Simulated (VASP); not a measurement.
# Se (R-3m) in VASP: further runs

Runs on Se. Level: PBEsol. Tasks: relaxation of cell and atoms.

All numbers are computed with VASP 6.6.1; they aren't measurements. Logs are shortened: lines on timing, memory, paths and dates and some standing lists are left out, and cuts for length are marked.

## 1. The crystal as given

It takes space group R-3m (No. 166, trigonal). Conventional cell: a = 3.850 Å, b = 3.850 Å, c = 2.645 Å, α = 90.00°, β = 90.00°, γ = 120.00°. Se (site symmetry -3m) has 8 Se at 2.39 to 2.65 Å as nearest neighbours.

This isn't the form of Se at room conditions, which is trigonal, of chains.

## 2. Relaxation of cell and atoms, PBEsol, target pressure 125 GPa, at which the enthalpy is minimised

The input, INCAR:

```
ALGO = Fast
EDIFF = 1E-7
EDIFFG = -0.002
ENCUT = 700
GGA = PS
IBRION = 2
ISIF = 3
ISMEAR = 0
LASPH = T
LCHARG = F
LREAL = F
LWAVE = F
NELM = 60
NSW = 80
PREC = Accurate
PSTRESS = 1250.0
SIGMA = 0.1
```

The input, KPOINTS:

```
k-points
0
Gamma
  21 21 21
```

The input, POSCAR:

```
Se
1.0
    1.9250000000      1.1113992700      0.8816666700
   -1.9250000000      1.1113992700      0.8816666700
    0.0000000000     -2.2227985400      0.8816666700
Se
1
Direct
    0.0000000000      0.0000000000      0.0000000000
```

Potentials or basis: VASP PAW PBE potentials, release 64 (Se).

The run is started by

```sh
> cat potpaw_PBE.64/Se/POTCAR > POTCAR
> mpirun -np 1 vasp_std > vasp.out
```

OUTCAR:

```text
EDIFF = 1E-7
   EDIFFG = -0.002
   ENCUT = 700
   GGA = PS
   IBRION = 2
   ISIF = 3
   ISMEAR = 0
   LASPH = T
   LREAL = F
   NELM = 60
   NSW = 80
   PREC = Accurate
   PSTRESS = 1250.0

 ion  position               nearest neighbor table
   1  0.000  0.000  0.000-

  LATTYP: Found a trigonal (rhomboedric) cell.
 ALAT       =     2.3912694232
 COS(alpha) =    -0.2960878580

  Lattice vectors:

 A1 = (   1.9250000000,   1.1113992700,   0.8816666700)
 A2 = (  -1.9250000000,   1.1113992700,   0.8816666700)
 A3 = (   0.0000000000,  -2.2227985400,   0.8816666700)

Analysis of symmetry for initial positions (statically):
=====================================================================
 Subroutine PRICEL returns:
 Original cell was already a primitive cell.

 Routine SETGRP: Setting up the symmetry group for a
 trigonal (rhombohedral) supercell.

 Subroutine GETGRP returns: Found 12 space group operations
 (whereof 12 operations were pure point group operations)
 out of a pool of 12 trial point group operations.

The static configuration has the point symmetry D_3d.

Analysis of symmetry for dynamics (positions and initial velocities):
=====================================================================
 Subroutine PRICEL returns:
 Original cell was already a primitive cell.

 Routine SETGRP: Setting up the symmetry group for a
 trigonal (rhombohedral) supercell.

 Subroutine GETGRP returns: Found 12 space group operations
 (whereof 12 operations were pure point group operations)
 out of a pool of 12 trial point group operations.

The dynamic configuration has the point symmetry D_3d.

 Subroutine INISYM returns: Found 12 space group operations
 (whereof 12 operations are pure point group operations),
 and found     1 'primitive' translations

----------------------------------------------------------------------------------------

                                     Primitive cell

  volume of cell :      11.3177

  direct lattice vectors                    reciprocal lattice vectors
     1.925000000  1.111399270  0.881666670     0.259740260  0.149961109  0.378071832
    -1.925000000  1.111399270  0.881666670    -0.259740260  0.149961109  0.378071832
     0.000000000 -2.222798540  0.881666670     0.000000000 -0.299922217  0.378071832

  length of vectors
     2.391269423  2.391269423  2.391269426     0.482588486  0.482588486  0.482588486

  position of ions in fractional coordinates (direct lattice)
     0.000000000  0.000000000  0.000000000

  ion indices of the primitive-cell ions
   primitive index   ion index
                 1           1

----------------------------------------------------------------------------------------

 KPOINTS: k-points

Automatic generation of k-mesh.
 Grid dimensions read from file:
 generate k-points for:   21   21   21

 Generating k-lattice:

  Cartesian coordinates                     Fractional coordinates (reciprocal lattice)
     0.012368584  0.007141005  0.018003421     0.047619048  0.000000000  0.000000000
    -0.012368584  0.007141005  0.018003421     0.000000000  0.047619048  0.000000000
     0.000000000 -0.014282010  0.018003421     0.000000000  0.000000000  0.047619048

  Length of vectors
     0.022980404  0.022980404  0.022980404

  Shift w.r.t. Gamma in fractional coordinates (k-lattice)
     0.000000000  0.000000000  0.000000000

 Subroutine IBZKPT returns following result:
 ===========================================

 Found    891 irreducible k-points:

 Following reciprocal coordinates:
            Coordinates               Weight
  0.000000  0.000000  0.000000      1.000000
  0.047619  0.000000  0.000000      6.000000
  0.095238  0.000000  0.000000      6.000000
  0.142857  0.000000  0.000000      6.000000
  0.190476  0.000000  0.000000      6.000000
  0.238095  0.000000  0.000000      6.000000
[... 16 lines left out ...]
 -0.428571  0.047619  0.000000     12.000000
 -0.380952  0.047619  0.000000     12.000000
 [... further k-points ...]
   k-points           NKPTS =    891   k-points in BZ     NKDIM =    891   number of bands    NBANDS=      7
   number of dos      NEDOS =    301   number of ions     NIONS =      1
   total plane-waves  NPLWV =  13824
   dimension x,y,z NGX =    24 NGY =   24 NGZ =   24
   dimension x,y,z NGXF=    48 NGYF=   48 NGZF=   48
   ions per type =               1
   NGX,Y,Z   is equivalent  to a cutoff of  16.69, 16.69, 16.69 a.u.
   NGXF,Y,Z  is equivalent  to a cutoff of  33.37, 33.37, 33.37 a.u.
 SYSTEM =  unknown system
   PREC   = accura    normal or accurate (medium, high low for compatibility)
   ISTART =      0    job   : 0-new  1-cont  2-samecut
   ICHARG =      2    charge: 1-file 2-atom 10-const
   ISPIN  =      1    spin polarized calculation?
   LNONCOLLINEAR =      F non collinear calculations
   LSORBIT =      F    spin-orbit coupling
   LASPH  =      T    aspherical Exc in radial PAW
   ENCUT  =  700.0 eV  51.45 Ry    7.17 a.u.   5.16  5.16  5.16*2*pi/ulx,y,z
   NELM   =     60;   NELMIN=  2; NELMDL= -5     # of ELM steps
   EDIFF  = 0.1E-06   stopping-criterion for ELM
   LREAL  =      F    real-space projection
   EDIFFG = -.2E-02   stopping-criterion for IOM
   NSW    =     80    number of steps for IOM
   IBRION =      2    ionic relax: 0-MD 1-quasi-New 2-CG
   NFREE  =      1    steps in history (QN), initial steepest desc. (CG)
   ISIF   =      3    stress and relaxation
   ISYM   =      2    0-nonsym 1-usesym 2-fastsym
   POTIM  = 0.5000    time-step for ionic-motion
   TEBEG  =    0.0;   TEEND  =   0.0 temperature during run
   PSTRESS= 1250.0 pullay stress
   NELECT =       6.0000    total number of electrons
   NUPDOWN=      -1.0000    fix difference up-down
   EMIN   =  10.00;   EMAX   =-10.00  energy-range for DOS
   EFERMI =   0.00;   METHOD = LEGACY
   ISMEAR =     0;   SIGMA  =   0.10  broadening in eV -4-tet -1-fermi 0-gaus
   EFERMI_NEDOS =   21; number of points for ismear=-14 and -15
   IALGO  =     68    algorithm
   IMIX   =      4    mixing-type and parameters
     AMIX     =   0.40;   BMIX     =  1.00
     AMIX_MAG =   1.60;   BMIX_MAG =  1.00
  volume/ion in A,a.u.               =      11.32        76.38
  Fermi-wavevector in a.u.,A,eV,Ry     =   1.324971  2.503832 23.885687  1.755548
  Thomas-Fermi vector in A             =   2.454466
   LORBIT       =      0    0 simple, 1 ext, 2 COOP (PROOUT), +10 PAW based schemes
   GGA     = PS    functional components
   LHFCALC =     F    Hartree Fock is set to
   AEXX    =    0.0000 exact exchange contribution
   IVDW    =     0    specifies the selected vdW correction
   LEPSILON=     F    determine dielectric tensor
   LRPA    =     F    only Hartree local field effects (RPA)
 conjugate gradient relaxation of ions
 non-spin polarized calculation
 RMM-DIIS sequential band-by-band and
 Gauss-broadening in eV      SIGMA  =   0.10
  energy-cutoff  :      700.00
  volume of cell :       11.32
 maximum number of plane-waves:       490
 NGX is ok and might be reduce to    24
   NGX = 11   NGY = 11   NGZ = 11

--------------------------------------- Ionic step        1  -------------------------------------------

 number of electron       6.0000000 magnetization

 Free energy of the ion-electron system (eV)
  ---------------------------------------------------
  ext. energy  EPLUGINS =         0.00000000
  ---------------------------------------------------
  free energy    TOTEN  =        -1.07921276 eV

  energy without entropy =       -1.07757571  energy(sigma->0) =       -1.07839423

------------------------ aborting loop because EDIFF is reached ----------------------------------------

  FORCE on cell =-STRESS in cart. coord.  units (eV):
  Direction    XX          YY          ZZ          XY          YZ          ZX
  --------------------------------------------------------------------------------------
  -------------------------------------------------------------------------------------
  Total       10.8121271     10.8121272     10.6638046     -0.0000000      0.0000000      0.0000000
  in kB     1530.6123437   1530.6123487   1509.6151571     -0.0000000      0.0000000      0.0000000
  external PRESSURE =     273.6132832 kB  Pullay stress =    1250.0000000 kB
[... 22 lines left out ...]
  enthalpy is  TOTEN    =         7.7506904997 eV   P V=        8.8299032566

--------------------------------------- Ionic step        2  -------------------------------------------

 number of electron       6.0000000 magnetization

 E-fermi :   9.9200     XC(G=0): -12.1947

 val. band max:        9.9189618844   @ k =  -0.3333   0.1905   0.0476
 cond. band min:       9.9276618703   @ k =  -0.1429   0.3810   0.0476
 fundamental gap:      0.0086999859
 Fermi energy:         9.9199671042

 k-point     1 :       0.0000    0.0000    0.0000
  band No.  band energies     occupation
      1      -9.7639      2.00000
      2      13.6152      0.00000
      3      15.2666      0.00000
      4      15.2666      0.00000
      5      21.8719      0.00000
      6      21.8719      0.00000
      7      23.2531      0.00000
[... 221 lines left out ...]
 k-point    24 :      -0.3810    0.0476    0.0000
  band No.  band energies     occupation
      1      -6.3323      2.00000
      2       2.7686      2.00000
      3      11.3539      0.00000
      4      13.5864      0.00000
      5      18.5729      0.00000
      6      18.9228      0.00000
      7      27.5716      0.00000

 [... further k-points ...]
[... 5 lines left out ...]
  --------------------------------------------------------------------------------------
  -------------------------------------------------------------------------------------
  Total        3.7396459      3.7396459      4.2976794      0.0000000     -0.0000000      0.0000000
  in kB      405.1736007    405.1736032    465.6339919      0.0000000     -0.0000000      0.0000000
  external PRESSURE =    -824.6729347 kB  Pullay stress =    1250.0000000 kB
[... 53 lines left out ...]
  FREE ENERGIE OF THE ION-ELECTRON SYSTEM (eV)
  ---------------------------------------------------
  free  energy   TOTEN  =        -1.6071450589 eV

  energy  without entropy=       -1.6054333324  energy(sigma->0) =       -1.60628920

  enthalpy is  TOTEN    =         7.7057152507 eV   P V=        9.3128603096

[... ionic steps 4 to 11 ...]

--------------------------------------- Ionic step       12  -------------------------------------------

 number of electron       6.0000000 magnetization

------------------------ aborting loop because EDIFF is reached ----------------------------------------

  FORCE on cell =-STRESS in cart. coord.  units (eV):
  Direction    XX          YY          ZZ          XY          YZ          ZX
  --------------------------------------------------------------------------------------
  -------------------------------------------------------------------------------------
  Total        9.2599764      9.2599768      9.2662809      0.0000000      0.0000000      0.0000000
  in kB     1249.6848543   1249.6849060   1250.5356800      0.0000000      0.0000000      0.0000000
  external PRESSURE =      -0.0315199 kB  Pullay stress =    1250.0000000 kB
[... 59 lines left out ...]
  enthalpy is  TOTEN    =         7.7050693316 eV   P V=        9.2625997223

--------------------------------------- Ionic step       14  -------------------------------------------

 number of electron       6.0000000 magnetization

 Free energy of the ion-electron system (eV)
  ---------------------------------------------------
  ext. energy  EPLUGINS =         0.00000000
  ---------------------------------------------------
  free energy    TOTEN  =        -1.55809867 eV

  energy without entropy =       -1.55646564  energy(sigma->0) =       -1.55728215

 E-fermi :  13.8660     XC(G=0): -13.2656

 val. band max:       13.8599705683   @ k =  -0.3333   0.1905   0.0952
 cond. band min:      13.8701764330   @ k =  -0.2381   0.1905   0.0476
 fundamental gap:      0.0102058647
 Fermi energy:        13.8659949872

 k-point     1 :       0.0000    0.0000    0.0000
  band No.  band energies     occupation
      1      -9.0852      2.00000
      2      18.8862      0.00000
      3      21.0822      0.00000
      4      21.0822      0.00000
      5      26.0432      0.00000
      6      26.0432      0.00000
      7      28.4071      0.00000
[... 221 lines left out ...]
 k-point    24 :      -0.3810    0.0476    0.0000
  band No.  band energies     occupation
      1      -4.7994      2.00000
      2       5.0425      2.00000
      3      15.8511      0.00000
      4      18.4080      0.00000
      5      22.4727      0.00000
      6      23.6179      0.00000
      7      33.2690      0.00000

 [... further k-points ...]
[... 5 lines left out ...]
  --------------------------------------------------------------------------------------
  -------------------------------------------------------------------------------------
  Total        9.2635686      9.2635697      9.2649421     -0.0000000      0.0000000      0.0000000
  in kB     1250.0543461   1250.0545056   1250.2396952     -0.0000000      0.0000000      0.0000000
  external PRESSURE =       0.1161823 kB  Pullay stress =    1250.0000000 kB
[... 16 lines left out ...]
  FREE ENERGIE OF THE ION-ELECTRON SYSTEM (eV)
  ---------------------------------------------------
  free  energy   TOTEN  =        -1.5580986694 eV

  energy  without entropy=       -1.5564656352  energy(sigma->0) =       -1.55728215

  enthalpy is  TOTEN    =         7.7050671566 eV   P V=        9.2631658260

 reached required accuracy - stopping structural energy minimisation
```

Wall time 7 min (1 thread of Intel Xeon Platinum 8488C (Sapphire Rapids), shared host); peak memory 0.28 GiB.

What came out:

```yaml
Free_energy: -1.5581 eV
Relaxed_volume: 11.87 Å³/atom
Relaxed_cell: a = 2.428 Å, b = 2.428 Å, c = 2.428 Å, α = 107.14°, β = 107.14°, γ = 107.14°
Space_group_after_relaxing_to_0.05_Å: R-3m (No. 166)
Energy_change_on_relaxing_the_enthalpy_is_what_falls: -478.9 meV/atom
Ionic_steps: 14
Pressure_after_relaxing: 125.0 GPa
Band_gap_on_the_k_mesh: none (metal or under the smearing width)
```

The path:
```csv
step,energy change (eV),largest force (eV/Å),pressure (GPa),volume (Å³)
1,0.0000,0.0000,152.36,11.32
2,-1.8821,0.0000,42.53,14.79
3,-0.5279,0.0000,122.06,11.94
4,-0.4786,0.0000,124.88,11.87
5,-0.4698,0.0000,125.38,11.86
6,-0.4706,0.0000,125.36,11.86
7,-0.4728,0.0000,125.28,11.87
8,-0.4767,0.0000,125.06,11.87
9,-0.4778,0.0000,124.99,11.87
10,-0.4778,0.0000,125.00,11.87
11,-0.4779,0.0000,124.99,11.87
12,-0.4780,0.0000,125.00,11.87
13,-0.4783,0.0000,125.00,11.87
14,-0.4789,0.0000,125.01,11.87
```

Final structure:
```
Se
1.0
     1.95341    1.12780    0.89822
    -1.95341    1.12780    0.89822
     0.00000   -2.25560    0.89822
Se
1
Direct
  0.00000 0.00000 0.00000
```

Levels at points of the mesh, in eV from the Fermi level:
| k point | band 1 | band 2 | band 3 | band 4 | band 5 | band 6 | band 7 |
| --- | --- | --- | --- | --- | --- | --- | --- |
| (0.00, 0.00, 0.00) | -22.95 | 5.02 | 7.22 | 7.22 | 12.18 | 12.18 | 14.54 |

Caveat: the cell is relaxed towards a set pressure, so the enthalpy falls and the energy may rise; the PAW data sets were made with another functional, which shifts forces and pressure a little.

## 3. Relaxation of cell and atoms, PBEsol, target pressure 125 GPa, at which the enthalpy is minimised

This run uses another cell than the first one, of 11.87 Å³/atom, 1.049 times its volume.

INCAR is that of step 2.

KPOINTS is that of step 2.

The input, POSCAR:

```
Se                                      
1.0
    1.9534107824      1.1278023130      0.8982189146
   -1.9534107824      1.1278023130      0.8982189146
    0.0000000000     -2.2556046260      0.8982189146
  Se            
     1
Direct
     0.0000000000000000    0.0000000000000000    1.0000000000000000
```

Potentials or basis: VASP PAW PBE potentials, release 64 (Se).

The run is started by

```sh
> cat potpaw_PBE.64/Se/POTCAR > POTCAR
> mpirun -np 1 vasp_std > vasp.out
```

It took 46 s on 1 thread of Intel Xeon Platinum 8488C (Sapphire Rapids), shared host; peak memory 0.24 GiB.

The run converged. Its results:

* Free energy: -1.5582 eV
* Pressure after relaxing: 125.0 GPa
* Band gap on the k mesh: none (metal or under the smearing width)

Final structure:
```cif
data_structure
_symmetry_space_group_name_H-M 'P 1'
_symmetry_Int_Tables_number 1
_cell_length_a 2.4279
_cell_length_b 2.4279
_cell_length_c 2.4279
_cell_angle_alpha 107.139
_cell_angle_beta 107.139
_cell_angle_gamma 107.139
_cell_volume 11.87
loop_
_atom_site_label
_atom_site_type_symbol
_atom_site_fract_x
_atom_site_fract_y
_atom_site_fract_z
_atom_site_occupancy
Se1 Se 0.00000 0.00000 0.00000 1
```

Levels at points of the mesh, in eV from the Fermi level:
```csv
k point,band 1,band 2,band 3,band 4,band 5,band 6,band 7
"(0.00, 0.00, 0.00)",-22.95,5.02,7.22,7.22,12.18,12.18,14.54
```

Caveat: the relaxation stopped at its first step, so nothing moved; the cell is relaxed towards a set pressure, so the enthalpy falls and the energy may rise; the PAW data sets were made with another functional, which shifts forces and pressure a little.

## 4. Relaxation of cell and atoms, PBEsol, target pressure 125 GPa, at which the enthalpy is minimised

This run uses another cell than the first one, of 11.87 Å³/atom, 1.049 times its volume.

INCAR is that of step 3.

KPOINTS is that of step 3.

Edit POSCAR of step 3 so:

```diff
@@ -8,2 +8,2 @@
 Direct
-     0.0000000000000000    0.0000000000000000    1.0000000000000000
+     0.0000000000000000    0.0000000000000000    0.0000000000000000
```

The run is started by

```sh
> cat potpaw_PBE.64/Se/POTCAR > POTCAR
> mpirun -np 1 vasp_std > vasp.out
```

Run time: 75 s. Hardware: 1 thread of Intel Xeon Platinum 8488C (Sapphire Rapids), shared host; peak memory 0.25 GiB.

Results (log left out):

```yaml
Free_energy: -1.5582 eV
Pressure_after_relaxing: 125.0 GPa
Band_gap_on_the_k_mesh: none (metal or under the smearing width)
```

Final structure:
```yaml
crystal:
  lattice:
    - [1.95341, 1.12780, 0.89822]
    - [-1.95341, 1.12780, 0.89822]
    - [0.00000, -2.25560, 0.89822]
  atoms:
    - { symbol: Se, position: [0.00000, 0.00000, 0.00000] }
```

Levels at points of the mesh, in eV from the Fermi level:
| k point | band 1 | band 2 | band 3 | band 4 | band 5 | band 6 | band 7 |
| --- | --- | --- | --- | --- | --- | --- | --- |
| (0.00, 0.00, 0.00) | -22.95 | 5.02 | 7.22 | 7.22 | 12.18 | 12.18 | 14.54 |

Caveat: the relaxation stopped at its first step, so nothing moved; the cell is relaxed towards a set pressure, so the enthalpy falls and the energy may rise; the PAW data sets were made with another functional, which shifts forces and pressure a little.

(Part 1 of 2 ends here.)
